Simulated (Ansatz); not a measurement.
The parent structure is LaAlO3 (space group R-3c, No. 167; a = 5.368 Å, c = 13.110 Å (hexagonal axes)).

All numbers come from DFT with r2SCAN, PAW potentials and a 500 eV plane-wave cutoff in Ansatz (a program for electronic structure), spin-orbit coupling left out.

Before the change:

The band gap is 4.39 eV and the space group comes out as R-3c (No. 167). The density is 6.51 g/cm³ and the shortest interatomic distance is 1.903 Å.

It is then changed as follows: cell and atoms relaxed at a pressure of 60 GPa.

Task: What happens to the band gap?

Result: The band gap shrinks by 0.14 eV (4.39 eV → 4.25 eV).

Task: What does the calculation give for the space group after the change?

Result: The space group becomes Pm-3m (No. 221) (base: R-3c (No. 167)).

Task: Predict the new density.

Result: The density increases by 1.40 g/cm³ (6.51 g/cm³ → 7.91 g/cm³).

Task: What does the calculation give for the shortest interatomic distance after the change?

Result: The shortest interatomic distance decreases by 0.126 Å (1.903 Å → 1.777 Å).

Load acts through the strain it causes; cell and atoms are relaxed under it. Stability against distortions was not tested. No other phases were tried under pressure. Along this pressure series the structure jumps between pressure 18 GPa and pressure 30 GPa; cells beyond that are another form of it.
